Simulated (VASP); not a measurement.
Write the native input for VASP 6.6.1 that does the following.

```
Task                   : relaxation of cell and atoms
Functional             : PBE
Potentials or basis    : VASP PAW PBE potentials, release 64 (Sn_d, Ge_d)
Cutoff                 : 520 eV
k mesh                 : 5 × 5 × 5
Occupations            : gaussian, width 0.15 eV
Spin                   : no spin polarisation
Further INCAR settings : PREC = Normal; ALGO = Fast; EDIFF = 0.0001; IBRION = 2; EDIFFG = -0.08; NSW = 24; ISIF = 3
```

The structure of Sn2Ge lies in POSCAR:

```
Sn2Ge
1.0
    4.6906284100      0.0000000000      0.0000000000
    0.0000000000      4.6906284100      0.0000000000
    0.0000000000      0.0000000000      4.1020342200
Sn Ge
2 1
Direct
    0.5000000000      0.5000000000      0.5000000000
    0.0000000000      0.0000000000      0.5000000000
    0.5000000000      0.5000000000      0.0000000000
```

The cell was built by a generator and needn't be a form met in nature.

The input as run:

INCAR

```
SYSTEM = Sn2Ge
  ALGO = Fast
  EDIFF = 1E-4
  EDIFFG = -0.08
  ENCUT = 520
  GGA = PE
  IBRION = 2
  ISIF = 3
  ISMEAR = 0
  LASPH = .TRUE.
  LCHARG = .FALSE.
  LREAL = .FALSE.
  LWAVE = .FALSE.
  NELM = 60
  NSW = 24
  PREC = Normal
  SIGMA = 0.15
```

KPOINTS

```
k-points
0
G
  5 5 5
  0 0 0
```

Potentials or basis: VASP PAW PBE potentials, release 64 (Sn_d, Ge_d).

Command:

```bash
$ cat potpaw_PBE.64/Sn_d/POTCAR potpaw_PBE.64/Ge_d/POTCAR > POTCAR
$ mpirun -np 1 vasp_std > vasp.out
```

It gave:

- Relaxed volume: 33.31 Å³/atom
- Relaxed cell: a = 4.312 Å, b = 4.312 Å, c = 5.374 Å, α = 90.00°, β = 90.00°, γ = 90.00°
- Space group after relaxing (to 0.05 Å): P4/mmm (No. 123)
- Energy gained by relaxing: 1563.8 meV/atom
- Ionic steps: 8
- Pressure after relaxing: 0.0 GPa
- Band gap on the k mesh: none (metal or under the smearing width)

Run time: 2.9 min on 1 thread of Intel(R) Xeon(R) Platinum 8259CL CPU @ 2.50GHz (Skylake/Cascade Lake), on a shared host, peak memory 0.18 GiB.
